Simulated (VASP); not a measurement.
# Y (Fm-3m) in VASP: further runs

Runs on Y. Level: PBE. Tasks: relaxation of cell and atoms.

Everything below comes from runs of VASP 6.6.1. Logs are shortened: lines on timing, memory, paths and dates and some standing lists are left out, and cuts for length are marked.

**1. The structure**

It takes space group Fm-3m (No. 225, cubic). The conventional cell has a = 4.970 Å, b = 4.970 Å, c = 4.970 Å, α = 90.00°, β = 90.00°, γ = 90.00°. Around Y (site symmetry m-3m) lie 12 Y at 3.51 Å.

This isn't the form of Y at room conditions, which is hcp.

**2. Relaxation of cell and atoms, PBE**

Input file INCAR:

```
SYSTEM = Y
  ALGO = Normal
  EDIFF = 1E-6
  EDIFFG = -0.01
  ENCUT = 520
  GGA = PE
  IBRION = 2
  ISIF = 3
  ISMEAR = 0
  LASPH = .TRUE.
  LCHARG = .FALSE.
  LREAL = .FALSE.
  LWAVE = .FALSE.
  NELM = 120
  NSW = 90
  PREC = Accurate
  SIGMA = 0.1
```

Input file KPOINTS:

```
k-points
0
G
  15 15 15
  0 0 0
```

Input file POSCAR:

```
Y
1.0
    0.0000000000      2.4850000000      2.4850000000
    2.4850000000      0.0000000000      2.4850000000
    2.4850000000      2.4850000000      0.0000000000
Y
1
Direct
    0.0000000000      0.0000000000      0.0000000000
```

Potentials or basis: VASP PAW PBE potentials, release 64 (Y_sv).

Run with:

```
$ cat potpaw_PBE.64/Y_sv/POTCAR > POTCAR
$ mpirun -np 1 vasp_std > vasp.out
```

OUTCAR:

```text
SYSTEM = Y
   EDIFF = 1E-6
   EDIFFG = -0.01
   ENCUT = 520
   GGA = PE
   IBRION = 2
   ISIF = 3
   ISMEAR = 0
   LASPH = .TRUE.
   LREAL = .FALSE.
   NELM = 120
   NSW = 90
   PREC = Accurate

 ion  position               nearest neighbor table
   1  0.000  0.000  0.000-

  LATTYP: Found a face centered cubic cell.
 ALAT       =     4.9700000000

  Lattice vectors:

 A1 = (   0.0000000000,   2.4850000000,   2.4850000000)
 A2 = (   2.4850000000,   0.0000000000,   2.4850000000)
 A3 = (   2.4850000000,   2.4850000000,   0.0000000000)

Analysis of symmetry for initial positions (statically):
=====================================================================
 Subroutine PRICEL returns:
 Original cell was already a primitive cell.

 Routine SETGRP: Setting up the symmetry group for a
 face centered cubic supercell.

 Subroutine GETGRP returns: Found 48 space group operations
 (whereof 48 operations were pure point group operations)
 out of a pool of 48 trial point group operations.

The static configuration has the point symmetry O_h .

Analysis of symmetry for dynamics (positions and initial velocities):
=====================================================================
 Subroutine PRICEL returns:
 Original cell was already a primitive cell.

 Routine SETGRP: Setting up the symmetry group for a
 face centered cubic supercell.

 Subroutine GETGRP returns: Found 48 space group operations
 (whereof 48 operations were pure point group operations)
 out of a pool of 48 trial point group operations.

The dynamic configuration has the point symmetry O_h .

 Subroutine INISYM returns: Found 48 space group operations
 (whereof 48 operations are pure point group operations),
 and found     1 'primitive' translations

----------------------------------------------------------------------------------------

                                     Primitive cell

  volume of cell :      30.6909

  direct lattice vectors                    reciprocal lattice vectors
     0.000000000  2.485000000  2.485000000    -0.201207243  0.201207243  0.201207243
     2.485000000  0.000000000  2.485000000     0.201207243 -0.201207243  0.201207243
     2.485000000  2.485000000  0.000000000     0.201207243  0.201207243 -0.201207243

  length of vectors
     3.514320702  3.514320702  3.514320702     0.348501169  0.348501169  0.348501169

  position of ions in fractional coordinates (direct lattice)
     0.000000000  0.000000000  0.000000000
[... 95 lines left out ...]
     AMIX     =   0.40;   BMIX     =  1.00
     AMIX_MAG =   1.60;   BMIX_MAG =  1.00
  volume/ion in A,a.u.               =      30.69       207.11
  Fermi-wavevector in a.u.,A,eV,Ry     =   1.162883  2.197530 18.399114  1.352297
  Thomas-Fermi vector in A             =   2.299439
   LORBIT       =      0    0 simple, 1 ext, 2 COOP (PROOUT), +10 PAW based schemes
   GGA     = PE    functional components
   LHFCALC =     F    Hartree Fock is set to
   AEXX    =    0.0000 exact exchange contribution
   IVDW    =     0    specifies the selected vdW correction
   LEPSILON=     F    determine dielectric tensor
   LRPA    =     F    only Hartree local field effects (RPA)
 conjugate gradient relaxation of ions
 non-spin polarized calculation
 Gauss-broadening in eV      SIGMA  =   0.10
  energy-cutoff  :      520.00
  volume of cell :       30.69
 maximum number of plane-waves:       869
 NGX is ok and might be reduce to    28
   NGX = 13   NGY = 13   NGZ = 13

--------------------------------------- Ionic step        1  -------------------------------------------

 number of electron      10.9999999 magnetization

 Free energy of the ion-electron system (eV)
  ---------------------------------------------------
  ext. energy  EPLUGINS =         0.00000000
  ---------------------------------------------------
  free energy    TOTEN  =        -6.40019800 eV

  energy without entropy =       -6.39339905  energy(sigma->0) =       -6.39679852

------------------------ aborting loop because EDIFF is reached ----------------------------------------

  FORCE on cell =-STRESS in cart. coord.  units (eV):
  Direction    XX          YY          ZZ          XY          YZ          ZX
  --------------------------------------------------------------------------------------
  -------------------------------------------------------------------------------------
  Total        0.4182227      0.4182227      0.4182227      0.0000000      0.0000000      0.0000000
  in kB       21.8327798     21.8327798     21.8327798      0.0000000      0.0000000      0.0000000
  external PRESSURE =      21.8327798 kB  Pullay stress =       0.0000000 kB
[... 57 lines left out ...]
--------------------------------------- Ionic step        3  -------------------------------------------

 number of electron      11.0000000 magnetization

 Free energy of the ion-electron system (eV)
  ---------------------------------------------------
  ext. energy  EPLUGINS =         0.00000000
  ---------------------------------------------------
  free energy    TOTEN  =        -6.41082586 eV

  energy without entropy =       -6.40300049  energy(sigma->0) =       -6.40691318

 E-fermi :   3.1329     XC(G=0):  -9.4876

 val. band max:        3.1123315369   @ k =  -0.4000   0.2000   0.0000
 cond. band min:       3.1667268502   @ k =  -0.4667   0.2000   0.0667
 fundamental gap:      0.0543953133
 Fermi energy:         3.1328552345

 k-point     1 :       0.0000    0.0000    0.0000
  band No.  band energies     occupation
      1     -39.5290      2.00000
      2     -19.2216      2.00000
      3     -19.2216      2.00000
      4     -19.2216      2.00000
      5      -1.6343      2.00000
      6       4.9291      0.00000
      7       4.9291      0.00000
      8       4.9291      0.00000
      9       6.9526      0.00000
[... 265 lines left out ...]
 k-point    24 :       0.2000    0.1333    0.0000
  band No.  band energies     occupation
      1     -39.5053      2.00000
      2     -19.3894      2.00000
      3     -19.2738      2.00000
      4     -19.2691      2.00000
      5      -0.6852      2.00000
      6       3.9799      0.00000
      7       5.3406      0.00000
      8       5.4333      0.00000
      9       5.9401      0.00000

 [... further k-points ...]

------------------------ aborting loop because EDIFF is reached ----------------------------------------

  FORCE on cell =-STRESS in cart. coord.  units (eV):
  Direction    XX          YY          ZZ          XY          YZ          ZX
  --------------------------------------------------------------------------------------
  -------------------------------------------------------------------------------------
  Total        0.0007159      0.0007159      0.0007159     -0.0000000     -0.0000000     -0.0000000
  in kB        0.0355032      0.0355032      0.0355032     -0.0000000     -0.0000000     -0.0000000
  external PRESSURE =       0.0355032 kB  Pullay stress =       0.0000000 kB
[... 16 lines left out ...]
  FREE ENERGIE OF THE ION-ELECTRON SYSTEM (eV)
  ---------------------------------------------------
  free  energy   TOTEN  =        -6.4108258633 eV

  energy  without entropy=       -6.4030004920  energy(sigma->0) =       -6.40691318

 reached required accuracy - stopping structural energy minimisation
```

Run time: 38 s. Hardware: 1 thread of Intel Xeon 6975P-C (Granite Rapids), shared host; peak memory 0.21 GiB.

What came out:

- Free energy: -6.4108 eV
- Relaxed volume: 32.31 Å³/atom
- Relaxed cell: a = 3.575 Å, b = 3.575 Å, c = 3.575 Å, α = 60.00°, β = 60.00°, γ = 60.00°
- Space group after relaxing (to 0.05 Å): Fm-3m (No. 225)
- Energy gained by relaxing: 10.6 meV/atom
- Ionic steps: 3
- Pressure after relaxing: 0.0 GPa
- Band gap on the k mesh: none (metal or under the smearing width)

Step by step:
```tsv
step	energy change (eV)	largest force (eV/Å)	pressure (GPa)	volume (Å³)
1	0.0000	0.0000	2.18	30.69
2	-0.0104	0.0000	-0.33	32.59
3	-0.0106	0.0000	0.00	32.31
```

Final structure:
```cif
data_structure
_symmetry_space_group_name_H-M 'P 1'
_symmetry_Int_Tables_number 1
_cell_length_a 3.5750
_cell_length_b 3.5750
_cell_length_c 3.5750
_cell_angle_alpha 60.000
_cell_angle_beta 60.000
_cell_angle_gamma 60.000
_cell_volume 32.31
loop_
_atom_site_label
_atom_site_type_symbol
_atom_site_fract_x
_atom_site_fract_y
_atom_site_fract_z
_atom_site_occupancy
Y1 Y 0.00000 0.00000 0.00000 1
```

PBE usually gives volumes a little too large and moduli too small. Zero-point motion and thermal expansion aren't in these numbers.

**3. Relaxation of cell and atoms, PBE**

This run uses another cell than the first one, of 32.31 Å³/atom, 1.053 times its volume.

Edit INCAR of step 2 so:

```diff
@@ -2,4 +2,4 @@
   ALGO = Normal
-  EDIFF = 1E-6
-  EDIFFG = -0.01
+  EDIFF = 1E-7
+  EDIFFG = -0.005
   ENCUT = 520
@@ -14,3 +14,4 @@
   NELM = 120
-  NSW = 90
+  NSW = 60
+  POTIM = 0.3
   PREC = Accurate
```

KPOINTS is that of step 2.

Input file POSCAR:

```
Y                                       
1.0
    0.0000000000      2.5278908289      2.5278908289
    2.5278908289      0.0000000000      2.5278908289
    2.5278908289      2.5278908289      0.0000000000
  Y             
     1
Direct
     0.0000000000000000    0.0000000000000000    0.0000000000000000
```

Potentials or basis: VASP PAW PBE potentials, release 64 (Y_sv).

Run with:

```
$ cat potpaw_PBE.64/Y_sv/POTCAR > POTCAR
$ mpirun -np 1 vasp_std > vasp.out
```

Run time: 17 s. Hardware: 1 thread of Intel Xeon 6975P-C (Granite Rapids), shared host; peak memory 0.19 GiB.

It converged, with:

| Quantity | Value |
| --- | --- |
| Free energy | -6.4109 eV |
| Pressure after relaxing | 0.0 GPa |
| Band gap on the k mesh | none (metal or under the smearing width) |

Final structure:
```
Y
1.0
     0.00000    2.52789    2.52789
     2.52789    0.00000    2.52789
     2.52789    2.52789    0.00000
Y
1
Direct
  0.00000 0.00000 0.00000
```

Levels at points of the mesh, in eV from the Fermi level:
```
           k point  band 1  band 2  band 3  band 4  band 5  band 6  band 7  band 8  band 9
(0.00, 0.00, 0.00)  -42.66  -22.35  -22.35  -22.35   -4.77    1.80    1.80    1.80    3.82
```

Caveat: the relaxation stopped at its first step, so nothing moved.
